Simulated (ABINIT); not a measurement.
A calculation with ABINIT 10.8.3 (patched build) of HfC (native input, structure typed inline):

Contents of run.abi:

```
# Pseudopotentials
pp_dirpath "./"
pseudos "Hf.GGA_PBE-JTH.xml, C.GGA_PBE-JTH.xml"

# Structure
acell 3*1.0
rprim
     6.3171013117     0.0000000000     0.0000000000
    -3.1585506557     5.4707702141     0.0000000000
     0.0000000000     0.0000000000     9.8317045648
ntypat 2
znucl 72 6
natom 4
typat 1 1 2 2
xcart
    -0.0000000001     1.9300046157     1.3006785000
     1.6714330267     0.9650023077     3.9020355000
     0.0000000000     0.0000000000     2.6013570000
     0.0000000000     0.0000000000     0.0000000000 Angstrom

# Plane-wave basis
ecut 19.0
pawecutdg 38.0
pawxcdev 0

# k points
kptopt 1
ngkpt 9 9 5
nshiftk 1
shiftk 0.0 0.0 0.0

# Exchange and correlation
ixc 11

# Bands and occupations
nband 20
occopt 3
tsmear 0.05 eV

# SCF cycle
nstep 100
tolvrs 1.0e-9

# Output
iomode 3
prtwf 0
prtden 0
prteig 0
prtebands 0
enunit 1
```

Potentials or basis: JTH PAW PBE v2.0.

Launch:

```sh
$ abinit run.abi > log 2>&1
```

The cell comes from a database or a generator and needn't be the stable form of this composition.

Problem. Write the same calculation in another form: ASE script, structure typed inline.

Solution. As run:

File run.py:

```python
import json, os
import numpy as np
from ase.units import GPa
from ase.calculators.abinit import Abinit, AbinitProfile
from ase import Atoms

atoms = Atoms(['Hf', 'Hf', 'C', 'C'],
              cell=[[3.3428660531, 0.0, 0.0], [-1.6714330265, 2.8950069234, 0.0], [0.0, 0.0, 5.202714]],
              scaled_positions=[[0.3333333333, 0.6666666667, 0.25], [0.6666666667, 0.3333333333, 0.75], [0.0, 0.0, 0.5], [0.0, 0.0, 0.0]],
              pbc=True)

profile = AbinitProfile(command='abinit', pp_paths=[os.path.abspath('pseudos')])
params = dict(
    pps='pawxml', xc='PBE',
    ecut=517.0163,
    pawecutdg=1034.0327,
    pawxcdev=0,
    kptopt=1,
    ngkpt=[9, 9, 5],
    nshiftk=1,
    shiftk=[0.0, 0.0, 0.0],
    ixc=11,
    nband=20,
    occopt=3,
    tsmear=0.05,
    nstep=100,
    tolvrs=1e-09,
    prtwf=0,
    prtden=0,
)

atoms.calc = Abinit(profile=profile, directory='run', **params)
energy = atoms.get_potential_energy()
forces = atoms.get_forces()
stress = atoms.get_stress()
print(f'energy {energy:.6f} eV')
print('forces (eV/A)')
print(np.round(forces, 5))
print('stress (GPa, Voigt, tension positive)', np.round(stress / GPa, 4))
json.dump(dict(energy=energy, forces=forces.tolist(), stress=stress.tolist(), cell=atoms.cell.tolist(), frac=atoms.get_scaled_positions(wrap=False).tolist()), open('results.json', 'w'))
```

Potentials or basis: JTH PAW PBE v2.0.

The run is started by

```sh
$ python run.py
```

Both were run:

|  | native input, structure typed inline | ASE script, structure typed inline |
| --- | --- | --- |
| Pressure | -1.0 GPa | -1.0 GPa |
| Band gap on the k mesh | none (metal or under the smearing width) | none (metal or under the smearing width) |
| Valence electrons inside the program's atomic spheres | Hf 9.61; C 2.37 | Hf 9.61; C 2.37 |

Keys that steer only the numerical path or the files written may differ.
